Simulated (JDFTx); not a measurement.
# HfN (Fm-3m) in JDFTx: reference runs

Reference runs on HfN: the cell as given and a disturbed copy.

All numbers are computed with JDFTx 1.7.0 (patched build); they aren't measurements. Logs are shortened: lines on timing, memory, paths and dates and some standing lists are left out, and cuts for length are marked. The log counts tension as positive stress, the text compression.

### Step 1. The structure

It takes space group Fm-3m (No. 225, cubic). The conventional cell has a = 4.512 Å, b = 4.512 Å, c = 4.512 Å, α = 90.00°, β = 90.00°, γ = 90.00°. Hf (site symmetry m-3m) is surrounded by 6 N at 2.26 Å. N (site symmetry m-3m) is surrounded by 6 Hf at 2.26 Å.

### Step 2. Single point, PBE

File HfN.in:

```
lattice \
    0.0000000000     4.2632221372     4.2632221372 \
    4.2632221372     0.0000000000     4.2632221372 \
    4.2632221372     4.2632221372     0.0000000000
coords-type Lattice
ion Hf     0.0000000000     0.0000000000     0.0000000000 1
ion N      0.5000000000     0.5000000000     0.5000000000 1

ion-species pseudo/Hf.upf
ion-species pseudo/N.upf
elec-cutoff 42
elec-ex-corr gga-PBE
kpoint-folding 10 10 10
elec-smearing Fermi 0.0018374661
elec-n-bands 14
electronic-SCF nIterations 100 energyDiffThreshold 1e-08
electronic-minimize nIterations 30 energyDiffThreshold 1e-7
converge-empty-states yes
forces-output-coords Cartesian

dump-name run.$VAR
dump End Ecomponents EigStats BandEigs Kpoints Forces Stress
```

Potentials or basis: PseudoDojo-SR-PBE-0.5-standard.

Run with:

```bash
$ jdftx -c 1 -i HfN.in -o HfN.out
```

Log:

```text
*************** JDFTx 1.7.0 (patched build) ***************

[... 9 lines left out ...]
---------- Initializing the Grid ----------
R =
[            0      4.26322      4.26322  ]
[      4.26322            0      4.26322  ]
[      4.26322      4.26322            0  ]
unit cell volume = 154.969
G =
[  -0.736906   0.736906   0.736906  ]
[   0.736906  -0.736906   0.736906  ]
[   0.736906   0.736906  -0.736906  ]
Minimum fftbox size, Smin = [  36  36  36  ]
Chosen fftbox size, S = [  36  36  36  ]

---------- Exchange Correlation functional ----------
Initalized PBE GGA exchange.
Initalized PBE GGA correlation.

---------- Setting up pseudopotentials ----------
Width of ionic core gaussian charges (only for fluid interactions / plotting) set to 0

Reading pseudopotential file 'pseudo/Hf.upf':
  'Hf' pseudopotential, 'PBE' functional
  Generated using ONCVPSP code by D. R. Hamann
  12 valence electrons, 4 orbitals, 8 projectors, 1001 radial grid points, with lMax = 3
    5S    l: 0   occupation:  2.0   eigenvalue: -2.462799
    5P    l: 1   occupation:  6.0   eigenvalue: -1.307320
    5D    l: 2   occupation:  2.0   eigenvalue: -0.098817
    6S    l: 0   occupation:  2.0   eigenvalue: -0.187732
  Core radius for overlap checks: 2.38 bohrs.

Reading pseudopotential file 'pseudo/N.upf':
  'N' pseudopotential, 'PBE' functional
  Generated using ONCVPSP code by D. R. Hamann
  5 valence electrons, 2 orbitals, 4 projectors, 1001 radial grid points, with lMax = 1
    2S    l: 0   occupation:  2.0   eigenvalue: -0.682907
    2P    l: 1   occupation:  3.0   eigenvalue: -0.260548
  Core radius for overlap checks: 1.31 bohrs.

Initialized 2 species with 2 total atoms.

Folded 1 k-points by 10x10x10 to 1000 k-points.

---------- Setting up k-points, bands, fillings ----------
Reduced to 47 k-points under symmetry.
Computing the number of bands and number of electrons
Calculating initial fillings.
nElectrons:  17.000000   nBands: 14   nStates: 47

----- Setting up reduced wavefunction bases (one per k-point) -----
average nbasis = 2014.841 , ideal nbasis = 2014.707

---------- Setting up ewald sum ----------
Optimum gaussian width for ewald sums = 1.936282 bohr.
Real space sum over 1331 unit cells with max indices [  5  5  5  ]
Reciprocal space sum over 2197 terms with max indices [  6  6  6  ]

---------- Allocating electronic variables ----------
Initializing wave functions:  linear combination of atomic orbitals
Hf pseudo-atom occupations:   s ( 2 2 )  p ( 6 )  d ( 2 )
N pseudo-atom occupations:   s ( 2 )  p ( 3 )
	FillingsUpdate:  mu: +0.742332663  nElectrons: 17.000000
LCAOMinimize: Iter:   0  F: -59.9681379795711322  |grad|_K:  9.118e-03  alpha:  1.000e+00
	FillingsUpdate:  mu: +0.721639641  nElectrons: 17.000000
LCAOMinimize: Iter:   1  F: -60.1173959561884175  |grad|_K:  3.442e-03  alpha:  2.260e-01  linmin: -3.669e-01  cgtest:  8.786e-01
LCAOMinimize: Encountered beta<0, resetting CG.
[... 9 lines of inner loops ...]
LCAOMinimize: Encountered beta<0, resetting CG.
	FillingsUpdate:  mu: +0.717427087  nElectrons: 17.000000
LCAOMinimize: Iter:   6  F: -60.1369436496424399  |grad|_K:  1.574e-07  alpha:  3.783e-01  linmin: -4.868e-04  cgtest:  1.503e-03
LCAOMinimize: Converged (|Delta F|<1.000000e-06 for 2 iters).

-------- Electronic minimization -----------
Will mix electronic density at each iteration.
	FillingsUpdate:  mu: +0.717427087  nElectrons: 17.000000
	FillingsUpdate:  mu: +0.700275501  nElectrons: 17.000000
SCF: Cycle:  0   F: -60.181903776453424   dF: -4.496e-02   |Residual|: 8.029e-02   |deigs|: 1.741e-02
	FillingsUpdate:  mu: +0.696406360  nElectrons: 17.000000
SCF: Cycle:  1   F: -60.185696142505442   dF: -3.792e-03   |Residual|: 2.349e-02   |deigs|: 8.460e-03
	FillingsUpdate:  mu: +0.695289989  nElectrons: 17.000000
SCF: Cycle:  2   F: -60.186082342565960   dF: -3.862e-04   |Residual|: 1.348e-02   |deigs|: 4.150e-03
	FillingsUpdate:  mu: +0.694137860  nElectrons: 17.000000
SCF: Cycle:  3   F: -60.186121314036455   dF: -3.897e-05   |Residual|: 2.167e-03   |deigs|: 2.557e-03
	FillingsUpdate:  mu: +0.694366507  nElectrons: 17.000000
SCF: Cycle:  4   F: -60.186122326622439   dF: -1.013e-06   |Residual|: 1.015e-03   |deigs|: 5.767e-04
	FillingsUpdate:  mu: +0.694273336  nElectrons: 17.000000
SCF: Cycle:  5   F: -60.186122769618287   dF: -4.430e-07   |Residual|: 2.004e-04   |deigs|: 2.185e-04
	FillingsUpdate:  mu: +0.694279297  nElectrons: 17.000000
SCF: Cycle:  6   F: -60.186122792199185   dF: -2.258e-08   |Residual|: 1.045e-04   |deigs|: 4.589e-05
	FillingsUpdate:  mu: +0.694289947  nElectrons: 17.000000
SCF: Cycle:  7   F: -60.186122797801950   dF: -5.603e-09   |Residual|: 2.363e-05   |deigs|: 3.741e-05
	FillingsUpdate:  mu: +0.694289597  nElectrons: 17.000000
SCF: Cycle:  8   F: -60.186122798482110   dF: -6.802e-10   |Residual|: 1.287e-05   |deigs|: 2.948e-05
SCF: Converged (|Delta E|<1.000000e-08 for 2 iters).

Setting wave functions to eigenvectors of Hamiltonian
Converging empty states (this may take a while): |deigs|: 7.061e-04

# Stress tensor in Cartesian coordinates [Eh/a0^3]:
[ -0.000201347            0            0  ]
[            0 -0.000201347            0  ]
[            0            0 -0.000201347  ]

# Ionic positions in lattice coordinates:
ion Hf   0.000000000000000   0.000000000000000   0.000000000000000 1
ion N   0.500000000000000   0.500000000000000   0.500000000000000 1

# Forces in Cartesian coordinates:
force Hf   0.000000000000000   0.000000000000000   0.000000000000000 1
force N   0.000000000000000  -0.000000000000000   0.000000000000000 1

# Energy components:
   Eewald =      -53.1059376899903981
       EH =        6.7840226663595811
     Eloc =      -26.6335801122842213
      Enl =        1.7565386272825430
      Exc =      -17.4268505500566526
 Exc_core =        6.7259392737196411
       KE =       21.7139833108630498
-------------------------------------
     Etot =      -60.1858844741064658
       TS =        0.0002383243756439
-------------------------------------
        F =      -60.1861227984821099

IonicMinimize: Iter:   0  F: -60.186122798482110  |grad|_K:       -nan
IonicMinimize: None of the convergence criteria satisfied after 0 iterations.

#--- Lowdin population analysis ---
# oxidation-state Hf +0.722
# oxidation-state N -0.671

Dumping 'run.eigStats' ...
	eMin: -1.612664 at state 0 ( [ +0.000000 +0.000000 +0.000000 ] spin 0 )
	HOMO: +0.692635 at state 25 ( [ +0.000000 +0.300000 -0.400000 ] spin 0 )
	mu  : +0.694288
	LUMO: +0.694772 at state 14 ( [ +0.000000 +0.100000 -0.100000 ] spin 0 )
	eMax: +1.078460 at state 45 ( [ +0.200000 +0.400000 -0.300000 ] spin 0 )
	HOMO-LUMO gap: +0.002138
	Optical gap  : +0.050273 at state 6 ( [ +0.000000 +0.100000 +0.100000 ] spin 0 )
Done!
```

Wall time 22 s (1 thread of AMD EPYC 9R45 (Zen 5), shared host); peak memory 0.11 GiB.

Results:

```yaml
Free_energy: -1637.7478 eV
Pressure: 5.9 GPa
Band_gap_on_the_k_mesh: none (metal or under the smearing width)
Loewdin_charges: Hf +0.72; N -0.67 e
```

Spin-orbit coupling is left out, which matters for the levels of Hf.

### Step 3. Single point, PBE (atoms moved at random, drawn with an rms of 0.05 Å)

Changes to HfN.in since step 2:

```diff
@@ -5,4 +5,4 @@
 coords-type Lattice
-ion Hf     0.0000000000     0.0000000000     0.0000000000 1
-ion N      0.5000000000     0.5000000000     0.5000000000 1
+ion Hf     0.0255780000     0.0115180000    -0.0135500000 1
+ion N      0.4868130000     0.5028510000     0.5136500000 1
 
@@ -21,2 +21,2 @@
 dump-name run.$VAR
-dump End Ecomponents EigStats BandEigs Kpoints Forces Stress
+dump End Ecomponents EigStats BandEigs Kpoints Forces Stress ElecDensity Dtot KEdensity
```

Potentials or basis: PseudoDojo-SR-PBE-0.5-standard.

Run with:

```bash
$ jdftx -c 1 -i HfN.in -o HfN.out
```

Log:

```text
*************** JDFTx 1.7.0 (patched build) ***************

Input parsed successfully to the following command list (including defaults):
[... the input with its defaults ...]

---------- Setting up symmetries ----------

Found 48 point-group symmetries of the bravais lattice
Found 1 space-group symmetries with basis
Applied RMS atom displacement 0 bohrs to make symmetries exact.

---------- Initializing the Grid ----------
R =
[            0      4.26322      4.26322  ]
[      4.26322            0      4.26322  ]
[      4.26322      4.26322            0  ]
unit cell volume = 154.969
G =
[  -0.736906   0.736906   0.736906  ]
[   0.736906  -0.736906   0.736906  ]
[   0.736906   0.736906  -0.736906  ]
Minimum fftbox size, Smin = [  36  36  36  ]
Chosen fftbox size, S = [  36  36  36  ]

---------- Exchange Correlation functional ----------
Initalized PBE GGA exchange.
Initalized PBE GGA correlation.

---------- Setting up pseudopotentials ----------
Width of ionic core gaussian charges (only for fluid interactions / plotting) set to 0

Reading pseudopotential file 'pseudo/Hf.upf':
  'Hf' pseudopotential, 'PBE' functional
  Generated using ONCVPSP code by D. R. Hamann
  12 valence electrons, 4 orbitals, 8 projectors, 1001 radial grid points, with lMax = 3
    5S    l: 0   occupation:  2.0   eigenvalue: -2.462799
    5P    l: 1   occupation:  6.0   eigenvalue: -1.307320
    5D    l: 2   occupation:  2.0   eigenvalue: -0.098817
[... 56 lines left out ...]
	FillingsUpdate:  mu: +0.694766808  nElectrons: 17.000000
SCF: Cycle:  4   F: -60.183150295014457   dF: -2.396e-06   |Residual|: 8.330e-04   |deigs|: 5.011e-04
	FillingsUpdate:  mu: +0.694696162  nElectrons: 17.000000
SCF: Cycle:  5   F: -60.183150729993045   dF: -4.350e-07   |Residual|: 1.704e-04   |deigs|: 1.471e-04
	FillingsUpdate:  mu: +0.694690524  nElectrons: 17.000000
SCF: Cycle:  6   F: -60.183150772372116   dF: -4.238e-08   |Residual|: 1.104e-04   |deigs|: 2.264e-05
	FillingsUpdate:  mu: +0.694702204  nElectrons: 17.000000
SCF: Cycle:  7   F: -60.183150783086170   dF: -1.071e-08   |Residual|: 3.272e-05   |deigs|: 2.532e-05
	FillingsUpdate:  mu: +0.694702049  nElectrons: 17.000000
SCF: Cycle:  8   F: -60.183150784860942   dF: -1.775e-09   |Residual|: 2.151e-05   |deigs|: 9.577e-06
	FillingsUpdate:  mu: +0.694700405  nElectrons: 17.000000
SCF: Cycle:  9   F: -60.183150785492174   dF: -6.312e-10   |Residual|: 8.747e-06   |deigs|: 1.079e-05
SCF: Converged (|Delta E|<1.000000e-08 for 2 iters).

Setting wave functions to eigenvectors of Hamiltonian
Converging empty states (this may take a while): |deigs|: 2.709e-04

# Stress tensor in Cartesian coordinates [Eh/a0^3]:
[ -0.000226993 -2.81447e-06 -1.62541e-05  ]
[ -2.81447e-06 -0.000214241  1.05042e-05  ]
[ -1.62541e-05  1.05042e-05 -0.000350109  ]

# Ionic positions in lattice coordinates:
ion Hf   0.025578000000000   0.011518000000000  -0.013550000000000 1
ion N   0.486813000000000   0.502851000000000   0.513650000000000 1

# Forces in Cartesian coordinates:
force Hf   0.009532339615971  -0.005978089164042  -0.024556051609816 1
force N  -0.009534491955175   0.005980189809212   0.024561124320923 1

# Energy components:
   Eewald =      -53.0656601002503265
       EH =        6.8232878178770644
     Eloc =      -26.7240495083195810
      Enl =        1.7558009325531856
      Exc =      -17.4309221193059862
 Exc_core =        6.7259390711781526
       KE =       21.7326480951058798
-------------------------------------
     Etot =      -60.1829558111616123
       TS =        0.0001949743305601
-------------------------------------
        F =      -60.1831507854921739

IonicMinimize: Iter:   0  F: -60.183150785492174  |grad|_K:  1.560e-02
IonicMinimize: None of the convergence criteria satisfied after 0 iterations.

#--- Lowdin population analysis ---
# oxidation-state Hf +0.719
# oxidation-state N -0.667

Dumping 'run.eigStats' ...
	eMin: -1.612047 at state 0 ( [ +0.000000 +0.000000 +0.000000 ] spin 0 )
	HOMO: +0.694561 at state 318 ( [ +0.300000 -0.400000 -0.400000 ] spin 0 )
	mu  : +0.694702
	LUMO: +0.695297 at state 337 ( [ +0.300000 -0.200000 +0.500000 ] spin 0 )
	eMax: +1.082647 at state 315 ( [ +0.300000 -0.400000 +0.300000 ] spin 0 )
	HOMO-LUMO gap: +0.000736
	Optical gap  : +0.005455 at state 63 ( [ +0.100000 +0.100000 +0.100000 ] spin 0 )
Done!
```

Wall time 4 min (1 thread of AMD EPYC 9R45 (Zen 5), shared host); peak memory 0.89 GiB.

What came out:

| Item | Value |
| --- | --- |
| Free energy | -1637.6670 eV |
| Pressure | 7.8 GPa |
| Band gap on the k mesh | none (metal or under the smearing width) |
| Loewdin charges | Hf +0.72; N -0.67 e |

Levels at points of the mesh, in eV from the Fermi level:
```
           k point  band 6  band 7  band 8  band 9  band 10  band 11
(0.00, 0.00, 0.00)   -3.33   -3.30   -3.27   -0.39    -0.19    -0.11
(0.00, 0.00, 0.50)   -8.97   -6.30   -6.26    3.13     3.57     3.69
(0.00, 0.50, 0.00)   -8.98   -6.27   -6.23    3.17     3.48     3.66
(0.00, 0.50, 0.50)   -5.51   -4.63   -3.81   -2.98     4.15     5.46
(0.50, 0.00, 0.00)   -8.96   -6.32   -6.31    3.13     3.63     3.72
(0.50, 0.00, 0.50)   -5.51   -4.66   -3.82   -2.94     4.16     5.46
(0.50, 0.50, 0.00)   -5.48   -4.19   -3.79   -3.45     4.12     5.45
(0.50, 0.50, 0.50)   -8.98   -6.29   -6.25    3.14     3.53     3.68
```

 Spin-orbit coupling is left out, which matters for the levels of Hf.
